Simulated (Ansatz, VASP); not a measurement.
## One calculation of P, two programs

```
P
1.0
     2.31226    0.00000    0.00000
    -1.15613    2.00248    0.00000
     0.00000    0.00000    2.16447
P
1
Direct
  0.00000 0.00000 0.00000
```

Change from the starting cell: volume scaled by 0.68, LAPW.

Alike in both runs: task single point; functional PBE; k mesh 18 × 18 × 17; occupations fermi-dirac, width 0.05 eV; no spin polarisation.

|  | VASP | Ansatz |
| --- | --- | --- |
| version | VASP 6.6.1 | Ansatz 0.2.0 |
| potentials or method | VASP PAW PBE potentials, release 64 (P), cutoff 520 eV | all-electron LAPW, scalar-relativistic |

```tsv
	VASP	Ansatz	Ansatz less VASP
pressure (GPa)	72.1	73.4	+1.27
```

Ansatz ran all-electron here, so the differences hold the error of VASP's frozen core and of both bases.

Caveats: the cell as given lies far from equilibrium; so large a pressure means that the cell lies far from this level's equilibrium, or that cutoff or potentials fall short (VASP).
